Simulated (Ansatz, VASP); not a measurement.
# Two plane-wave programs on Si5Ru

```
CELL_PARAMETERS angstrom
4.71289 0.00000 0.00000
-2.35645 4.08148 0.00000
0.00000 0.00000 4.70810
ATOMIC_POSITIONS crystal
Si 0.50000 0.00000 0.50000
Si 0.00000 0.50000 0.50000
Si 0.50000 0.50000 0.50000
Si 0.33333 0.66667 0.00000
Si 0.66667 0.33333 0.00000
Ru 0.00000 0.00000 0.00000
```

Alike in both runs: functional PBE; k mesh 6 × 6 × 4; occupations gaussian, width 0.1 eV; no spin polarisation.

Ansatz relaxed the structure, and its values are those at the end. VASP's run is a single point on that final structure, the one shown.

|  | VASP | Ansatz |
| --- | --- | --- |
| version | VASP 6.6.1 | Ansatz 0.2.0 |
| potentials or method | VASP PAW PBE potentials, release 64 (Si, Ru_pv) | scalar-relativistic, plane waves, PAW |
| plane-wave cutoff (eV) | 520 | 420 |
| valence electrons in the cell | 34 | 36 |

|  | VASP | Ansatz | Ansatz less VASP |
| --- | --- | --- | --- |
| gap on the k mesh at the Fermi level (eV) | none | none | - |
| pressure (GPa) | 0.2 | 0.2 | +0.08 |

A gap of «none» marks a metal or a gap that the smearing closes. The two sets of potentials don't hold the same shells in valence.
